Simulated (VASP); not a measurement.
# GaSb (F-43m) in VASP: a series of runs

Runs on GaSb. Level: r2SCAN. Tasks: single point, relaxation of cell and atoms.

Everything below comes from runs of VASP 6.6.1. Logs are shortened: lines on timing, memory, paths and dates and some standing lists are left out, and cuts for length are marked.

**Measured values to compare with.**

From a printed reference work, data compilation, for a bulk crystal of GaSb at 4.2 K: band gap 0.811 eV (direct).

The results are compared with them further down.

### Step 1. The cell of the first run

Symmetry: F-43m, No. 216, cubic system. Conventional cell: a = 6.132 Å, b = 6.132 Å, c = 6.132 Å, α = 90.00°, β = 90.00°, γ = 90.00°. Ga (site symmetry -43m) has 4 Sb at 2.66 Å within 3.5 Å. Within 3.5 Å of Sb (site symmetry -43m) lie 4 Ga at 2.66 Å.

### Step 2. Single point, r2SCAN

Contents of POSCAR:

```
GaSb
1.0
    0.0000000000      3.0661485033      3.0661485033
    3.0661485033      0.0000000000      3.0661485033
    3.0661485033      3.0661485033      0.0000000000
Ga Sb
1 1
Direct
    0.0000000000      0.0000000000      0.0000000000
    0.2500000000      0.2500000000      0.2500000000
```

Contents of INCAR.step1:

```
PREC = Accurate ; ENCUT = 520
ISMEAR = 0 ; SIGMA = 0.02
LREAL = False ; LASPH = True
NELM = 100 ; NBANDS = 16
GGA = PE ; ALGO = Normal
EDIFF = 1E-4 ; LWAVE = True
LCHARG = False
```

Contents of INCAR.step2:

```
PREC = Accurate ; ENCUT = 520
EDIFF = 1E-6 ; ISMEAR = 0
SIGMA = 0.02 ; LREAL = False
LASPH = True ; NELM = 100
ALGO = Normal ; ISIF = 2
LWAVE = False ; LCHARG = True
METAGGA = R2SCAN ; LMIXTAU = True
LELF = True ; LVHAR = True
NBANDS = 16 ; ISTART = 1
```

Contents of KPOINTS:

```
Automatic mesh
0
Gamma
  10 10 10
```

Potentials or basis: VASP PAW PBE potentials, release 64 (Ga_d, Sb).

Started as:

```bash
$ cat potpaw_PBE.64/Ga_d/POTCAR potpaw_PBE.64/Sb/POTCAR > POTCAR
$ cp INCAR.step1 INCAR
$ mpirun -np 1 vasp_std > vasp.out
$ cp INCAR.step2 INCAR
$ mpirun -np 1 vasp_std > vasp.out
```

OUTCAR:

```text
PREC = Accurate
   ENCUT = 520
   EDIFF = 1E-6
   ISMEAR = 0
   LREAL = False
   LASPH = True
   NELM = 100
   ISIF = 2
   METAGGA = R2SCAN
   ISTART = 1

 ion  position               nearest neighbor table
   1  0.000  0.000  0.000-   2 2.66   2 2.66   2 2.66   2 2.66
   2  0.250  0.250  0.250-   1 2.66   1 2.66   1 2.66   1 2.66

  LATTYP: Found a face centered cubic cell.
 ALAT       =     6.1322970066

  Lattice vectors:

 A1 = (   0.0000000000,   3.0661485033,   3.0661485033)
 A2 = (   3.0661485033,   0.0000000000,   3.0661485033)
 A3 = (   3.0661485033,   3.0661485033,   0.0000000000)

Analysis of symmetry for initial positions (statically):
=====================================================================
 Subroutine PRICEL returns:
 Original cell was already a primitive cell.

 Routine SETGRP: Setting up the symmetry group for a
 face centered cubic supercell.

 Subroutine GETGRP returns: Found 24 space group operations
 (whereof 24 operations were pure point group operations)
 out of a pool of 48 trial point group operations.

The static configuration has the point symmetry T_d .

Analysis of symmetry for dynamics (positions and initial velocities):
=====================================================================
 Subroutine PRICEL returns:
 Original cell was already a primitive cell.

 Routine SETGRP: Setting up the symmetry group for a
 face centered cubic supercell.

 Subroutine GETGRP returns: Found 24 space group operations
 (whereof 24 operations were pure point group operations)
 out of a pool of 48 trial point group operations.

The dynamic configuration has the point symmetry T_d .

 Subroutine INISYM returns: Found 24 space group operations
 (whereof 24 operations are pure point group operations),
 and found     1 'primitive' translations

----------------------------------------------------------------------------------------

                                     Primitive cell

  volume of cell :      57.6514

  direct lattice vectors                    reciprocal lattice vectors
     0.000000000  3.066148503  3.066148503    -0.163071032  0.163071032  0.163071032
     3.066148503  0.000000000  3.066148503     0.163071032 -0.163071032  0.163071032
     3.066148503  3.066148503  0.000000000     0.163071032  0.163071032 -0.163071032

  length of vectors
     4.336188798  4.336188798  4.336188798     0.282447312  0.282447312  0.282447312

  position of ions in fractional coordinates (direct lattice)
     0.000000000  0.000000000  0.000000000
     0.250000000  0.250000000  0.250000000

  ion indices of the primitive-cell ions
   primitive index   ion index
                 1           1
                 2           2

----------------------------------------------------------------------------------------

 KPOINTS: Automatic mesh

Automatic generation of k-mesh.
 Grid dimensions read from file:
 generate k-points for:   10   10   10

 Generating k-lattice:

  Cartesian coordinates                     Fractional coordinates (reciprocal lattice)
    -0.016307103  0.016307103  0.016307103     0.100000000  0.000000000  0.000000000
     0.016307103 -0.016307103  0.016307103     0.000000000  0.100000000  0.000000000
     0.016307103  0.016307103 -0.016307103     0.000000000  0.000000000  0.100000000

  Length of vectors
     0.028244731  0.028244731  0.028244731

  Shift w.r.t. Gamma in fractional coordinates (k-lattice)
     0.000000000  0.000000000  0.000000000

 Subroutine IBZKPT returns following result:
 ===========================================

 Found     47 irreducible k-points:

 Following reciprocal coordinates:
            Coordinates               Weight
  0.000000  0.000000  0.000000      1.000000
  0.100000  0.000000  0.000000      8.000000
  0.200000  0.000000  0.000000      8.000000
  0.300000  0.000000  0.000000      8.000000
  0.400000  0.000000  0.000000      8.000000
  0.500000  0.000000  0.000000      4.000000
[... 16 lines left out ...]
  0.300000  0.300000  0.000000      6.000000
  0.400000  0.300000  0.000000     24.000000
 [... further k-points ...]
   k-points           NKPTS =     47   k-points in BZ     NKDIM =     47   number of bands    NBANDS=     16
   number of dos      NEDOS =    301   number of ions     NIONS =      2
   total plane-waves  NPLWV =  32768
   dimension x,y,z NGX =    32 NGY =   32 NGZ =   32
   dimension x,y,z NGXF=    64 NGYF=   64 NGZF=   64
   ions per type =               1   1
   NGX,Y,Z   is equivalent  to a cutoff of  12.27, 12.27, 12.27 a.u.
   NGXF,Y,Z  is equivalent  to a cutoff of  24.54, 24.54, 24.54 a.u.
 SYSTEM =  unknown system
   PREC   = accura    normal or accurate (medium, high low for compatibility)
   ISTART =      1    job   : 0-new  1-cont  2-samecut
   ICHARG =      0    charge: 1-file 2-atom 10-const
   ISPIN  =      1    spin polarized calculation?
   LNONCOLLINEAR =      F non collinear calculations
   LSORBIT =      F    spin-orbit coupling
   LASPH  =      T    aspherical Exc in radial PAW
   ENCUT  =  520.0 eV  38.22 Ry    6.18 a.u.   8.06  8.06  8.06*2*pi/ulx,y,z
   NELM   =    100;   NELMIN=  2; NELMDL=  0     # of ELM steps
   EDIFF  = 0.1E-05   stopping-criterion for ELM
   LREAL  =      F    real-space projection
   EDIFFG = 0.1E-04   stopping-criterion for IOM
   NSW    =      0    number of steps for IOM
   IBRION =     -1    ionic relax: 0-MD 1-quasi-New 2-CG
   NFREE  =      0    steps in history (QN), initial steepest desc. (CG)
   ISIF   =      2    stress and relaxation
   ISYM   =      2    0-nonsym 1-usesym 2-fastsym
   POTIM  = 0.5000    time-step for ionic-motion
   TEBEG  =    0.0;   TEEND  =   0.0 temperature during run
   PSTRESS=    0.0 pullay stress
   NELECT =      18.0000    total number of electrons
   NUPDOWN=      -1.0000    fix difference up-down
   EMIN   =  10.00;   EMAX   =-10.00  energy-range for DOS
   EFERMI =   0.00;   METHOD = LEGACY
   ISMEAR =     0;   SIGMA  =   0.02  broadening in eV -4-tet -1-fermi 0-gaus
   EFERMI_NEDOS =   21; number of points for ismear=-14 and -15
   IALGO  =     38    algorithm
   IMIX   =      4    mixing-type and parameters
     AMIX     =   0.40;   BMIX     =  1.00
     AMIX_MAG =   1.60;   BMIX_MAG =  1.00
  volume/ion in A,a.u.               =      28.83       194.53
  Fermi-wavevector in a.u.,A,eV,Ry     =   1.110612  2.098753 16.782238  1.233460
  Thomas-Fermi vector in A             =   2.247166
   LORBIT       =      0    0 simple, 1 ext, 2 COOP (PROOUT), +10 PAW based schemes
   METAGGA = R2SCAN    functional components
   LHFCALC =     F    Hartree Fock is set to
   AEXX    =    0.0000 exact exchange contribution
   IVDW    =     0    specifies the selected vdW correction
   LEPSILON=     F    determine dielectric tensor
   LRPA    =     F    only Hartree local field effects (RPA)
 non-spin polarized calculation
 Gauss-broadening in eV      SIGMA  =   0.02
  energy-cutoff  :      520.00
  volume of cell :       57.65
 maximum number of plane-waves:      1588
   NGX = 17   NGY = 17   NGZ = 17

 number of electron      17.9999989 magnetization

 Free energy of the ion-electron system (eV)
  ---------------------------------------------------
  ext. energy  EPLUGINS =         0.00000000
  ---------------------------------------------------
  free energy    TOTEN  =       -37.60494136 eV

  energy without entropy =      -37.60494136  energy(sigma->0) =      -37.60494136

 E-fermi :   4.7361     XC(G=0):  -9.6894

 val. band max:        4.6123097311   @ k =   0.0000   0.0000   0.0000
 cond. band min:       5.0085284036   @ k =   0.0000   0.0000   0.0000
 fundamental gap:      0.3962186725
 Fermi energy:         4.7361414000

 k-point     1 :       0.0000    0.0000    0.0000
  band No.  band energies     occupation
      1     -10.8697      2.00000
      2     -10.8697      2.00000
      3     -10.8697      2.00000
      4     -10.8138      2.00000
      5     -10.8138      2.00000
      6      -7.2692      2.00000
[... 8 lines left out ...]
     15      13.6197      0.00000
     16      13.6197      0.00000

 k-point     2 :       0.1000    0.0000    0.0000
  band No.  band energies     occupation
      1     -10.8726      2.00000
      2     -10.8685      2.00000
      3     -10.8684      2.00000
      4     -10.8139      2.00000
      5     -10.8139      2.00000
      6      -7.1615      2.00000
[... 8 lines left out ...]
     15      13.0112      0.00000
     16      13.0112      0.00000

 k-point     3 :       0.2000    0.0000    0.0000
  band No.  band energies     occupation
      1     -10.8800      2.00000
      2     -10.8653      2.00000
      3     -10.8653      2.00000
      4     -10.8141      2.00000
      5     -10.8141      2.00000
      6      -6.8482      2.00000
[... 8 lines left out ...]
     15      12.5806      0.00000
     16      12.5806      0.00000

 k-point     4 :       0.3000    0.0000    0.0000
  band No.  band energies     occupation
      1     -10.8890      2.00000
      2     -10.8617      2.00000
      3     -10.8616      2.00000
      4     -10.8141      2.00000
      5     -10.8141      2.00000
      6      -6.3680      2.00000
[... 8 lines left out ...]
     15      12.9002      0.00000
     16      12.9003      0.00000
[... 324 lines left out ...]
 k-point    22 :      -0.2000    0.2000    0.0000
  band No.  band energies     occupation
      1     -10.8927      2.00000
      2     -10.8602      2.00000
      3     -10.8582      2.00000
      4     -10.8157      2.00000
      5     -10.8137      2.00000
      6      -6.1972      2.00000
[... 8 lines left out ...]
     15      14.0264      0.00000
     16      14.4982      0.00000

 k-point    23 :       0.3000    0.3000    0.0000
  band No.  band energies     occupation
      1     -10.9021      2.00000
      2     -10.8528      2.00000
      3     -10.8528      2.00000
      4     -10.8213      2.00000
      5     -10.8108      2.00000
      6      -6.0310      2.00000
[... 8 lines left out ...]
     15      14.8383      0.00000
     16      15.2470      0.00000

 k-point    24 :       0.4000    0.3000    0.0000
  band No.  band energies     occupation
      1     -10.9075      2.00000
      2     -10.8500      2.00000
      3     -10.8495      2.00000
      4     -10.8225      2.00000
      5     -10.8104      2.00000
      6      -5.5825      2.00000
[... 8 lines left out ...]
     15      15.4663      0.00000
     16      15.6758      0.00000

 [... further k-points ...]

------------------------ aborting loop because EDIFF is reached ----------------------------------------

  FORCE on cell =-STRESS in cart. coord.  units (eV):
  Direction    XX          YY          ZZ          XY          YZ          ZX
  --------------------------------------------------------------------------------------
  -------------------------------------------------------------------------------------
  Total        0.0321113      0.0321113      0.0321113      0.0000000      0.0000000     -0.0000000
  in kB        0.8923974      0.8923974      0.8923974      0.0000000      0.0000000     -0.0000000
  external PRESSURE =       0.8923974 kB  Pullay stress =       0.0000000 kB

 VOLUME and BASIS-vectors are now :
 -----------------------------------------------------------------------------
  energy-cutoff  :      520.00
  volume of cell :       57.65
      direct lattice vectors                 reciprocal lattice vectors
     0.000000000  3.066148503  3.066148503    -0.163071032  0.163071032  0.163071032
     3.066148503  0.000000000  3.066148503     0.163071032 -0.163071032  0.163071032
     3.066148503  3.066148503  0.000000000     0.163071032  0.163071032 -0.163071032

 POSITION                                       TOTAL-FORCE (eV/Angst)
 -----------------------------------------------------------------------------------
      0.00000      0.00000      0.00000         0.000000      0.000000      0.000000
      1.53307      1.53307      1.53307        -0.000000     -0.000000     -0.000000
 -----------------------------------------------------------------------------------
    total drift:                               -0.000002     -0.000002     -0.000002

  FREE ENERGIE OF THE ION-ELECTRON SYSTEM (eV)
  ---------------------------------------------------
  free  energy   TOTEN  =       -37.6049413559 eV

  energy  without entropy=      -37.6049413559  energy(sigma->0) =      -37.60494136
```

Wall time 78 s (1 thread of AMD EPYC 9R45 (Zen 5), shared host); peak memory 0.18 GiB.

Results:

```yaml
Free_energy: -37.6049 eV
Pressure: 0.1 GPa
Band_gap_on_the_k_mesh: 0.40 eV
```

Levels at points of the mesh, in eV from the valence-band top:
```
           k point  band 6  band 7  band 8  band 9  band 10  band 11  band 12  band 13
(0.00, 0.00, 0.00)  -11.88    0.00    0.00    0.00     0.40     2.98     2.98     2.98
(0.50, 0.00, 0.00)  -10.18   -6.54   -1.20   -1.20     0.67     4.01     4.01     6.93
(0.50, 0.50, 0.00)   -9.30   -7.02   -2.67   -2.67     1.13     1.49     9.22     9.22
```

Caveat: semilocal functionals underestimate gaps, and a narrow one can read as zero; the PAW data sets were made with another functional, which shifts forces and pressure a little; spin-orbit coupling is left out, which moves the levels of the heavy elements.

### Step 3. Relaxation of cell and atoms, r2SCAN

This run uses another cell than the first one, of 28.62 Å³/atom.

Contents of POSCAR:

```
GaSb
1.0
    0.0000000000      3.0590000000      3.0590000000
    3.0590000000      0.0000000000      3.0590000000
    3.0590000000      3.0590000000      0.0000000000
Ga Sb
1 1
Direct
    0.0000000000      0.0000000000      0.0000000000
    0.2500000000      0.2500000000      0.2500000000
```

Contents of INCAR.step1:

```
PREC = Accurate
ENCUT = 600
ISMEAR = 0
SIGMA = 0.02
LREAL = False
LASPH = True
NELM = 100
GGA = PE
ALGO = Normal
EDIFF = 1E-4
LWAVE = True
LCHARG = False
```

Contents of INCAR.step2:

```
PREC = Accurate
ENCUT = 600
EDIFF = 1E-6
ISMEAR = 0
SIGMA = 0.02
LREAL = False
LASPH = True
NELM = 100
ALGO = Normal
ISIF = 3
LWAVE = False
LCHARG = False
METAGGA = R2SCAN
LMIXTAU = True
IBRION = 2
NSW = 100
EDIFFG = -0.002
ISTART = 1
```

KPOINTS is that of step 2.

Potentials or basis: VASP PAW PBE potentials, release 64 (Ga_d, Sb).

Started as:

```bash
$ cat potpaw_PBE.64/Ga_d/POTCAR potpaw_PBE.64/Sb/POTCAR > POTCAR
$ cp INCAR.step1 INCAR
$ mpirun -np 1 vasp_std > vasp.out
$ cp INCAR.step2 INCAR
$ mpirun -np 1 vasp_std > vasp.out
```

Wall time 5.6 min (1 thread of AMD EPYC 9R45 (Zen 5), shared host); peak memory 0.22 GiB.

It converged, with:

- Free energy: -37.6058 eV
- Relaxed volume: 28.86 Å³/atom
- Relaxed cell: a = 4.338 Å, b = 4.338 Å, c = 4.338 Å, α = 60.00°, β = 60.00°, γ = 60.00°
- Space group after relaxing (to 0.1 Å): F-43m (No. 216)
- Energy gained by relaxing: 0.3 meV/atom
- Ionic steps: 4
- Pressure after relaxing: 0.0 GPa
- Band gap on the k mesh: 0.39 eV

The path:
| step | energy change (eV) | largest force (eV/Å) | pressure (GPa) | volume (Å³) |
| --- | --- | --- | --- | --- |
| 1 | 0.0000 | 0.0000 | 0.44 | 57.25 |
| 2 | -0.0005 | 0.0000 | -0.15 | 57.90 |
| 3 | -0.0006 | 0.0000 | 0.01 | 57.70 |
| 4 | -0.0006 | 0.0000 | 0.01 | 57.71 |

Final structure:
```yaml
crystal:
  lattice:
    - [0.00000, 3.06727, 3.06727]
    - [3.06727, 0.00000, 3.06727]
    - [3.06727, 3.06727, 0.00000]
  atoms:
    - { symbol: Ga, position: [0.00000, 0.00000, 0.00000] }
    - { symbol: Sb, position: [0.25000, 0.25000, 0.25000] }
```

Levels at points of the mesh, in eV from the valence-band top:
```
           k point  band 6  band 7  band 8  band 9  band 10  band 11  band 12  band 13
(0.00, 0.00, 0.00)  -11.87    0.00    0.00    0.00     0.39     2.98     2.98     2.98
(0.50, 0.00, 0.00)  -10.17   -6.54   -1.20   -1.20     0.67     4.01     4.01     6.93
(0.50, 0.50, 0.00)   -9.30   -7.01   -2.67   -2.67     1.13     1.50     9.21     9.21
```

Caveat: semilocal functionals underestimate gaps, and a narrow one can read as zero; the PAW data sets were made with another functional, which shifts forces and pressure a little; spin-orbit coupling is left out, which moves the levels of the heavy elements. Zero-point motion and thermal expansion aren't in these numbers.

### Step 4. Single point, r2SCAN

This run uses another cell than the first one, of 28.62 Å³/atom.

POSCAR is that of step 3.

Contents of INCAR.step1:

```
PREC     = Accurate       # precision mode
ENCUT    = 520            # plane-wave cutoff, eV
ISMEAR   = 0              # smearing method
SIGMA    = 0.1            # smearing width, eV
LREAL    = False          # projectors in reciprocal space
LASPH    = True           # aspherical terms in the spheres
NELM     = 100            # most SCF steps
NBANDS   = 16             # bands
GGA      = PE             # functional
ALGO     = Normal         # electronic algorithm
EDIFF    = 1E-4           # SCF threshold, eV
LWAVE    = True           # write WAVECAR
LCHARG   = False          # write CHGCAR
```

Contents of INCAR.step2:

```
PREC     = Accurate       # precision mode
ENCUT    = 520            # plane-wave cutoff, eV
EDIFF    = 1E-7           # SCF threshold, eV
ISMEAR   = 0              # smearing method
SIGMA    = 0.1            # smearing width, eV
LREAL    = False          # projectors in reciprocal space
LASPH    = True           # aspherical terms in the spheres
NELM     = 100            # most SCF steps
ALGO     = Normal         # electronic algorithm
ISIF     = 2              # what is computed and relaxed
LWAVE    = False          # write WAVECAR
LCHARG   = False          # write CHGCAR
METAGGA  = R2SCAN         # meta-GGA
LMIXTAU  = True         
NBANDS   = 16             # bands
ISTART   = 1
```

Contents of KPOINTS:

```
Automatic mesh
0
Gamma
  6 6 6
```

Started as:

```bash
$ cat potpaw_PBE.64/Ga_d/POTCAR potpaw_PBE.64/Sb/POTCAR > POTCAR
$ cp INCAR.step1 INCAR
$ mpirun -np 1 vasp_std > vasp.out
$ cp INCAR.step2 INCAR
$ mpirun -np 1 vasp_std > vasp.out
```

It took 40 s on 1 thread of AMD EPYC 9R45 (Zen 5), shared host; peak memory 0.16 GiB.

It converged, with:

- Free energy: -37.5784 eV
- Pressure: 0.5 GPa
- Band gap on the k mesh: 0.45 eV

Levels at points of the mesh, in eV from the valence-band top:
| k point | band 7 | band 8 | band 9 | band 10 | band 11 | band 12 |
| --- | --- | --- | --- | --- | --- | --- |
| (0.00, 0.00, 0.00) | 0.00 | 0.00 | 0.00 | 0.45 | 2.98 | 2.98 |
| (0.50, 0.00, 0.00) | -6.58 | -1.21 | -1.21 | 0.68 | 4.01 | 4.01 |
| (0.50, 0.50, 0.00) | -7.05 | -2.70 | -2.70 | 1.12 | 1.48 | 9.26 |

Caveat: semilocal functionals underestimate gaps, and a narrow one can read as zero; the PAW data sets were made with another functional, which shifts forces and pressure a little; spin-orbit coupling is left out, which moves the levels of the heavy elements.

### Step 5. Overview

```csv
task,cell,k mesh,cutoff (eV),smearing,gap on the mesh (eV),pressure (GPa)
single point,"a = 4.336 Å, angles 60.0°, 2 atoms",10 × 10 × 10,520,gaussian 0.02 eV,0.40,0.1
relaxation of cell and atoms,"relaxed from a = 4.326 Å, angles 60.0°, 2 atoms",10 × 10 × 10,600,gaussian 0.02 eV,0.39,0.0
single point,"a = 4.326 Å, angles 60.0°, 2 atoms",6 × 6 × 6,520,gaussian 0.1 eV,0.45,0.5
```

Alike in all rows: level r2SCAN; potentials or basis VASP PAW PBE potentials, release 64 (Ga_d, Sb); no spin polarisation.

Caveats: semilocal functionals underestimate gaps, and a narrow one can read as zero; the PAW data sets were made with another functional, which shifts forces and pressure a little; spin-orbit coupling is left out, which moves the levels of the heavy elements.

Total energies depend on the potentials used, so only differences within one code and one set of settings carry meaning.

### Step 6. Against experiment

Step 2. A measured gap of GaSb is 0.811 eV (direct; 4.2 K; a printed reference work, data compilation); the calculated 0.40 eV misses it by -0.41 eV. Spin-orbit coupling on Ga, Sb is left out. The value is that of r2SCAN on a finite k mesh, which can miss the band edges, without temperature or zero-point motion.

Step 4. A measured gap of GaSb is 0.811 eV (direct; 4.2 K; a printed reference work, data compilation); the calculated 0.45 eV misses it by -0.36 eV. Spin-orbit coupling on Ga, Sb is left out. The value is that of r2SCAN on a finite k mesh, which can miss the band edges, without temperature or zero-point motion.
